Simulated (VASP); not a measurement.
# C (Diamond): how numerical settings change the zone-centre modes

Aim: test the modes of C (Diamond) against the numerical settings. The starting structure is a measured crystal structure from the Crystallography Open Database.

Program: VASP 6.6.1. Level of theory: Kohn-Sham DFT with plane waves and PAW; LDA. Results are calculated unless marked as measured.

### 1. Set-up

Symmetry: Fd-3m, No. 227, cubic system. Conventional cell: a = 3.567 Å, b = 3.567 Å, c = 3.567 Å, α = 90.00°, β = 90.00°, γ = 90.00°. Nearest to C lie 4 C at 1.54 Å.

### 2. Reference modes

The cell comes from a relaxation at this level, not shown (11.05 Å³).

The input, INCAR:

```
SYSTEM = C
PREC = Accurate
ENCUT = 520
EDIFF = 1E-08
NELM = 100
ISMEAR = 0
SIGMA = 0.03
LREAL = .FALSE.
ALGO = Normal
GGA = CA
NBANDS = 10
LORBIT = 11
LWAVE = .FALSE.
LCHARG = .FALSE.
KPAR = 8
IBRION = 8
LEPSILON = .TRUE.
LPEAD = .TRUE.
ISIF = 2
```

The input, POSCAR:

```
C
1.0
    0.0000000000      1.7679029686      1.7679029686
    1.7679029686      0.0000000000      1.7679029686
    1.7679029686      1.7679029686      0.0000000000
C
2
Direct
    0.7500000000      0.7500000000      0.7500000000
    0.5000000000      0.5000000000      0.5000000000
```

The input, KPOINTS:

```
Automatic mesh
0
Gamma
14 14 14
0 0 0
```

PAW data sets: C (LDA family, release 64).

Started as:

```bash
$ mpirun -np 8 vasp_std
```

The program printed:

```text
[banner, memory and clock lines left out]
running    8 mpi-ranks, on    1 nodes
 distrk:  each k-point on    1 cores,    8 groups
 distr:  one band on    1 cores,    1 groups

 POSCAR found type information on POSCAR C
 POSCAR found :  1 types and       2 ions
|                                                                             |
|           W    W    AA    RRRRR   N    N  II  N    N   GGGG   !!!           |
|           W    W   A  A   R    R  NN   N  II  NN   N  G    G  !!!           |
|           W    W  A    A  R    R  N N  N  II  N N  N  G       !!!           |
|           W WW W  AAAAAA  RRRRR   N  N N  II  N  N N  G  GGG   !            |
|           WW  WW  A    A  R   R   N   NN  II  N   NN  G    G                |
|           W    W  A    A  R    R  N    N  II  N    N   GGGG   !!!           |
|                                                                             |
|     For optimal performance we recommend to set                             |
|       NCORE = 2 up to number-of-cores-per-socket                            |
|     NCORE specifies how many cores store one orbital (NPAR=cpu/NCORE).      |
|     This setting can greatly improve the performance of VASP for DFT.       |
|     The default, NCORE=1 might be grossly inefficient on modern             |
|     multi-core architectures or massively parallel machines. Do your        |
|     Unfortunately you need to use the default for GW and RPA                |
|     calculations (for HF NCORE is supported but not extensively tested      |
|     yet).                                                                   |
|                                                                             |

 LDA part: xc-table for (Slater(with rela. corr.)+CA(PZ))
 , standard interpolation
 POSCAR, INCAR and KPOINTS ok, starting setup
 FFT: planning ... GRIDC
 FFT: planning ... GRID_SOFT
 FFT: planning ... GRID
 WAVECAR not read
 entering main loop
       N       E                     dE             d eps       ncg     rms          rms(c)
DAV:   1    -0.289603158583E+01   -0.28960E+01   -0.47871E+03  2240   0.764E+02
DAV:   2    -0.208087555124E+02   -0.17913E+02   -0.17528E+02  2752   0.126E+02
DAV:   3    -0.211055030123E+02   -0.29675E+00   -0.29583E+00  2434   0.130E+01
DAV:   4    -0.211061544888E+02   -0.65148E-03   -0.65145E-03  2290   0.690E-01
DAV:   5    -0.211061553572E+02   -0.86844E-06   -0.86844E-06  2358   0.241E-02    0.589E+00
DAV:   6    -0.204677780194E+02    0.63838E+00   -0.36651E-01  2170   0.448E+00    0.342E+00
DAV:   7    -0.202456845274E+02    0.22209E+00   -0.43001E-01  2246   0.486E+00    0.756E-01
DAV:   8    -0.202455014761E+02    0.18305E-03   -0.89263E-03  2220   0.851E-01    0.263E-02
DAV:   9    -0.202454897249E+02    0.11751E-04   -0.32929E-05  2360   0.482E-02    0.195E-02
DAV:  10    -0.202454911516E+02   -0.14267E-05   -0.17239E-06  2288   0.118E-02    0.450E-03
DAV:  11    -0.202454910957E+02    0.55862E-07   -0.57023E-08  2374   0.197E-03    0.707E-04
DAV:  12    -0.202454910879E+02    0.78339E-08   -0.12166E-09  1222   0.349E-04
   1 F= -.20245491E+02 E0= -.20245491E+02  d E =-.211948E-14
 Linear response reoptimize wavefunctions to high precision
DAV:   1    -0.202454910863E+02    0.15679E-08   -0.74431E-11  1374   0.912E-05
DAV:   2    -0.202454910863E+02    0.45475E-12   -0.26127E-12  1088   0.179E-05
 Linear response to external field (no local field effect), progress :
  Direction:   1
       N       E                     dE             d eps       ncg     rms          rms(c)
RMM:   1    -0.177988725807E+00   -0.17799E+00   -0.64979E-01  1248   0.225E+00
RMM:   2    -0.182129190045E+00   -0.41405E-02   -0.10474E-03  1248   0.270E-01
RMM:   3    -0.182133482810E+00   -0.42928E-05   -0.30998E-06  1243   0.113E-02
RMM:   4    -0.182133500906E+00   -0.18095E-07   -0.12416E-08  1114   0.758E-04
RMM:   5    -0.182133500975E+00   -0.69733E-10   -0.59950E-11   245   0.501E-05
 change of polarisation eV/A/(eV/A) component  1 :     0.364     0.162     0.047
 dielectric tensor                  component  1 :     6.965     2.650     0.768
 Linear response to external field (no local field effect), progress :
  Direction:   2
       N       E                     dE             d eps       ncg     rms          rms(c)
RMM:   1    -0.174781966848E+00   -0.17478E+00   -0.62075E-01  1248   0.227E+00
RMM:   2    -0.178790209465E+00   -0.40082E-02   -0.10135E-03  1248   0.272E-01
RMM:   3    -0.178794292639E+00   -0.40832E-05   -0.31993E-06  1243   0.112E-02
RMM:   4    -0.178794312591E+00   -0.19952E-07   -0.13392E-08  1119   0.808E-04
RMM:   5    -0.178794312657E+00   -0.65819E-10   -0.18324E-10   249   0.510E-05
 change of polarisation eV/A/(eV/A) component  2 :     0.162     0.358    -0.062
 dielectric tensor                  component  2 :     2.650     6.855    -1.011
 Linear response to external field (no local field effect), progress :
  Direction:   3
       N       E                     dE             d eps       ncg     rms          rms(c)
RMM:   1    -0.894756226495E-01   -0.89476E-01   -0.31688E-01  1232   0.168E+00
RMM:   2    -0.917752353671E-01   -0.22996E-02   -0.51693E-04  1248   0.189E-01
RMM:   3    -0.917772518747E-01   -0.20165E-05   -0.14704E-06  1245   0.823E-03
RMM:   4    -0.917772597540E-01   -0.78794E-08   -0.53057E-09  1082   0.577E-04
 change of polarisation eV/A/(eV/A) component  3 :     0.047    -0.062     0.184
 dielectric tensor                  component  3 :     0.768    -1.011     4.006
 Linear response to external field, progress :
  Direction:   1
       N       E                     dE             d eps       ncg     rms          rms(c)
RMM:   1    -0.147407300809E+00   -0.14741E+00   -0.52912E-01  2912   0.207E+00
RMM:   2    -0.150876475593E+00   -0.34692E-02   -0.85831E-04  2928   0.243E-01    0.692E-01
RMM:   3    -0.148623109317E+00    0.22534E-02   -0.74398E-04  7260   0.210E-01    0.403E-01
RMM:   4    -0.153492642585E+00   -0.48695E-02   -0.10915E-03  8055   0.256E-01    0.326E-02
RMM:   5    -0.153890257587E+00   -0.39762E-03   -0.11593E-05  7573   0.267E-02    0.280E-03
RMM:   6    -0.153904058544E+00   -0.13801E-04   -0.35447E-08  8124   0.167E-03    0.151E-03
RMM:   7    -0.153907407444E+00   -0.33489E-05   -0.55542E-09  8041   0.713E-04    0.102E-04
RMM:   8    -0.153907974704E+00   -0.56726E-06   -0.37262E-11  6830   0.639E-05    0.257E-05
RMM:   9    -0.153907860515E+00    0.11419E-06    0.24099E-11  3908   0.213E-05    0.215E-06
 change of polarisation eV/A/(eV/A) component  1 :     0.291     0.088     0.034
 dielectric tensor                  component  1 :     5.765     1.444     0.549
 Linear response to external field, progress :
  Direction:   2
       N       E                     dE             d eps       ncg     rms          rms(c)
RMM:   1    -0.147417703097E+00   -0.14742E+00   -0.52914E-01  2912   0.207E+00
RMM:   2    -0.150906321903E+00   -0.34886E-02   -0.86060E-04  2928   0.244E-01    0.692E-01
RMM:   3    -0.148653795744E+00    0.22525E-02   -0.74389E-04  7262   0.210E-01    0.403E-01
RMM:   4    -0.153522722849E+00   -0.48689E-02   -0.10911E-03  8053   0.256E-01    0.326E-02
RMM:   5    -0.153920104295E+00   -0.39738E-03   -0.11585E-05  7570   0.267E-02    0.280E-03
RMM:   6    -0.153934035184E+00   -0.13931E-04   -0.35425E-08  8126   0.167E-03    0.151E-03
RMM:   7    -0.153937372592E+00   -0.33374E-05   -0.56422E-09  8049   0.713E-04    0.102E-04
RMM:   8    -0.153937945223E+00   -0.57263E-06   -0.12488E-10  6825   0.637E-05    0.257E-05
RMM:   9    -0.153937828964E+00    0.11626E-06   -0.57600E-11  3926   0.214E-05    0.215E-06
 change of polarisation eV/A/(eV/A) component  2 :     0.072     0.291     0.005
 dielectric tensor                  component  2 :     1.177     5.766     0.078
 Linear response to external field, progress :
  Direction:   3
       N       E                     dE             d eps       ncg     rms          rms(c)
RMM:   1    -0.147415344229E+00   -0.14742E+00   -0.52912E-01  2912   0.207E+00
RMM:   2    -0.150905781406E+00   -0.34904E-02   -0.85885E-04  2928   0.244E-01    0.692E-01
RMM:   3    -0.148653299483E+00    0.22525E-02   -0.74107E-04  7262   0.209E-01    0.403E-01
RMM:   4    -0.153522376316E+00   -0.48691E-02   -0.10882E-03  8053   0.256E-01    0.326E-02
RMM:   5    -0.153919467847E+00   -0.39709E-03   -0.11581E-05  7577   0.267E-02    0.280E-03
RMM:   6    -0.153933468162E+00   -0.14000E-04   -0.34827E-08  8134   0.166E-03    0.152E-03
RMM:   7    -0.153936796379E+00   -0.33282E-05   -0.56006E-09  8048   0.711E-04    0.102E-04
RMM:   8    -0.153937375479E+00   -0.57910E-06   -0.12227E-10  6796   0.627E-05    0.256E-05
RMM:   9    -0.153937255322E+00    0.12016E-06   -0.58891E-11  3934   0.215E-05    0.216E-06
 change of polarisation eV/A/(eV/A) component  3 :     0.015     0.059     0.291
 dielectric tensor                  component  3 :     0.245     0.966     5.766
 Linear response DOF=           1
 Linear response progress:
  Degree of freedom:   1/  1
       N       E                     dE             d eps       ncg     rms          rms(c)
RMM:   1    -0.119729797689E+00   -0.11973E+00   -0.19123E-02 20482   0.207E+00
RMM:   2    -0.110281414568E+00    0.94484E-02   -0.82881E-04 13033   0.397E-01    0.189E-01
RMM:   3    -0.110579202134E+00   -0.29779E-03   -0.78185E-05 12856   0.112E-01    0.103E-01
RMM:   4    -0.111374283754E+00   -0.79508E-03   -0.15270E-04 12740   0.116E-01    0.133E-02
RMM:   5    -0.111337721030E+00    0.36563E-04    0.11573E-05 13887   0.138E-02    0.101E-03
RMM:   6    -0.111338885409E+00   -0.11644E-05    0.18458E-06 13897   0.813E-04    0.449E-04
RMM:   7    -0.111336376323E+00    0.25091E-05    0.73053E-07 14215   0.352E-04    0.664E-05
RMM:   8    -0.111336431014E+00   -0.54690E-07    0.50300E-09 14252   0.452E-05    0.101E-05
RMM:   9    -0.111336308304E+00    0.12271E-06   -0.30104E-08 14735   0.185E-05    0.149E-06
RMM:  10    -0.111336304652E+00    0.36512E-08   -0.13932E-08 11972   0.676E-06    0.153E-07
 first order change of Fermi-energy   0.39385E-04
 force on displaced ion       1 direction 1 : -38.569  -0.000  -0.000
 Born effective charge ion    1 direction 1 :  -0.000   0.000   0.000
 Born effective charges drift removed
 Linear response finished
```

The job ended after 13 s (8 MPI ranks of Intel Xeon 6975P-C (Granite Rapids), shared host; peak memory 2.2 GiB; 93 s of CPU time).

Lines that name or quote the potential files are left out of all logs, and their timing lines are given in words.

From OUTCAR (step 2):

```text
ion  position               nearest neighbor table
   1  0.750  0.750  0.750-   2 1.53   2 1.53   2 1.53   2 1.53
   2  0.500  0.500  0.500-   1 1.53   1 1.53   1 1.53   1 1.53

  LATTYP: Found a face centered cubic cell.
 ALAT       =     3.5358059372

 Subroutine GETGRP returns: Found 48 space group operations
 (whereof 24 operations were pure point group operations)

The static configuration has the point symmetry T_d .
 The point group associated with its full space group is O_h .

 Found    104 irreducible k-points:

   k-points           NKPTS =    104   k-points in BZ     NKDIM =    104   number of bands    NBANDS=     10

   dimension x,y,z NGX =    20 NGY =   20 NGZ =   20
   dimension x,y,z NGXF=    40 NGYF=   40 NGZF=   40

   ENCUT  =  520.0 eV  38.22 Ry    6.18 a.u.   4.65  4.65  4.65*2*pi/ulx,y,z

   NELECT =       8.0000    total number of electrons

 k-points in reciprocal lattice and weights: Automatic mesh
   0.00000000  0.00000000  0.00000000       0.000
   0.07142857  0.00000000  0.00000000       0.003
   0.14285714  0.00000000  0.00000000       0.003
   0.21428571  0.00000000  0.00000000       0.003
   0.28571429  0.00000000  0.00000000       0.003
   0.35714286  0.00000000  0.00000000       0.003
   0.42857143  0.00000000  0.00000000       0.003
   0.50000000  0.00000000  0.00000000       0.001
   0.07142857  0.07142857  0.00000000       0.002
[...]
-0.28571429  0.42857143  0.21428571       0.009
  -0.28571429  0.50000000  0.21428571       0.004

 average (electrostatic) potential at core
       1 -49.1194       2 -49.1194

  Total        0.0001006      0.0001006      0.0001006      0.0000000      0.0000000     -0.0000000
  in kB        0.0145918      0.0145918      0.0145918      0.0000000      0.0000000     -0.0000000
  external PRESSURE =       0.0145918 kB  Pullay stress =       0.0000000 kB

  energy-cutoff  :      520.00
  volume of cell :       11.05
      direct lattice vectors                 reciprocal lattice vectors
     0.000000000  1.767902969  1.767902969    -0.282820952  0.282820952  0.282820952
     1.767902969  0.000000000  1.767902969     0.282820952 -0.282820952  0.282820952
     1.767902969  1.767902969  0.000000000     0.282820952  0.282820952 -0.282820952

 POSITION                                       TOTAL-FORCE (eV/Angst)
 -----------------------------------------------------------------------------------
      2.65185      2.65185      2.65185        -0.000000     -0.000000      0.000000
      1.76790      1.76790      1.76790         0.000000      0.000000     -0.000000
 -----------------------------------------------------------------------------------
    total drift:                                0.000000     -0.000000      0.000000

 MACROSCOPIC STATIC DIELECTRIC TENSOR (including local field effects in DFT)
 ------------------------------------------------------
           5.765531     0.000000     0.000000
           0.000000     5.765531    -0.000000
           0.000000    -0.000000     5.765531
 ------------------------------------------------------

 PIEZOELECTRIC TENSOR (including local field effects)  for field in x, y, z        (C/m^2)
          XX          YY          ZZ          XY          YZ          ZX
  --------------------------------------------------------------------------------
  x    -0.00000    -0.00000    -0.00000     0.00000     0.00000     0.00000
  y    -0.00000    -0.00000    -0.00000     0.00000     0.00000    -0.00000
  z     0.00000     0.00000    -0.00000     0.00000     0.00000     0.00000

 BORN EFFECTIVE CHARGES (including local field effects) (in |e|, cummulative output)
 ---------------------------------------------------------------------------------
 ion    1
    1     0.00000     0.00000     0.00000
    2     0.00000     0.00000     0.00000
    3     0.00000     0.00000     0.00000
 ion    2
    1    -0.00000     0.00000     0.00000
    2     0.00000    -0.00000     0.00000
    3     0.00000     0.00000    -0.00000

 Eigenvectors and eigenvalues of the dynamical matrix
 ----------------------------------------------------

   1 f  =   39.618212 THz   248.928567 2PiTHz 1321.521301 cm-1   163.847685 meV
             X         Y         Z           dx          dy          dz
      2.651854  2.651854  2.651854     0.000000   -0.707107    0.000000
      1.767903  1.767903  1.767903     0.000000    0.707107    0.000000

   2 f  =   39.618212 THz   248.928567 2PiTHz 1321.521301 cm-1   163.847685 meV
             X         Y         Z           dx          dy          dz
      2.651854  2.651854  2.651854    -0.707107    0.000000    0.000000
      1.767903  1.767903  1.767903     0.707107    0.000000    0.000000

   3 f  =   39.618212 THz   248.928567 2PiTHz 1321.521301 cm-1   163.847685 meV
             X         Y         Z           dx          dy          dz
      2.651854  2.651854  2.651854     0.000000    0.000000   -0.707107
      1.767903  1.767903  1.767903     0.000000    0.000000    0.707107

   4 f  =    0.000000 THz     0.000000 2PiTHz    0.000000 cm-1     0.000000 meV
             X         Y         Z           dx          dy          dz
      2.651854  2.651854  2.651854     0.707107    0.000000    0.000000
      1.767903  1.767903  1.767903     0.707107    0.000000    0.000000

   5 f  =    0.000000 THz     0.000000 2PiTHz    0.000000 cm-1     0.000000 meV
             X         Y         Z           dx          dy          dz
      2.651854  2.651854  2.651854     0.000000    0.707107    0.000000
      1.767903  1.767903  1.767903     0.000000    0.707107    0.000000

   6 f  =    0.000000 THz     0.000000 2PiTHz    0.000000 cm-1     0.000000 meV
             X         Y         Z           dx          dy          dz
      2.651854  2.651854  2.651854     0.000000    0.000000    0.707107
      1.767903  1.767903  1.767903     0.000000    0.000000    0.707107

 MACROSCOPIC STATIC DIELECTRIC TENSOR IONIC CONTRIBUTION
 ------------------------------------------------------
           0.000000     0.000000     0.000000
           0.000000     0.000000     0.000000
           0.000000     0.000000     0.000000
 ------------------------------------------------------

 ELASTIC MODULI CONTR FROM IONIC RELAXATION (kBar)
 Direction    XX          YY          ZZ          XY          YZ          ZX
 --------------------------------------------------------------------------------
 XX          -0.0000     -0.0000     -0.0000      0.0000      0.0000      0.0000
 YY          -0.0000     -0.0000     -0.0000      0.0000      0.0000      0.0000
 ZZ          -0.0000     -0.0000     -0.0000      0.0000      0.0000      0.0000
 XY           0.0000      0.0000      0.0000    -63.5260      0.0000      0.0000
 YZ           0.0000      0.0000      0.0000      0.0000    -63.5260      0.0000
 ZX           0.0000      0.0000      0.0000      0.0000      0.0000    -63.5260
 --------------------------------------------------------------------------------

 PIEZOELECTRIC TENSOR IONIC CONTR  for field in x, y, z        (C/m^2)
          XX          YY          ZZ          XY          YZ          ZX
  --------------------------------------------------------------------------------
  x     0.00000     0.00000     0.00000     0.00000    -0.00000     0.00000
  y     0.00000     0.00000     0.00000     0.00000     0.00000    -0.00000
  z     0.00000     0.00000     0.00000    -0.00000     0.00000     0.00000
```

Energies printed during the response cycles are not total energies of the cell.

Reference: the zone-centre mode is T2g 1321.5 cm⁻¹.

(Continued in part 2 of 2.)

[Lines on the potential files, build, host, timing and source positions are cut from VASP's logs without a mark.]

[Logs are printed without paths, hosts, clocks, repeated set-up lines and the standing remarks that a program may print on its own settings, such as how far it seeks lower states.]

[Hosts, paths, dates, database ids (printed as entryN), source tags and the programs' standing remarks are cut or masked in the printed files.]
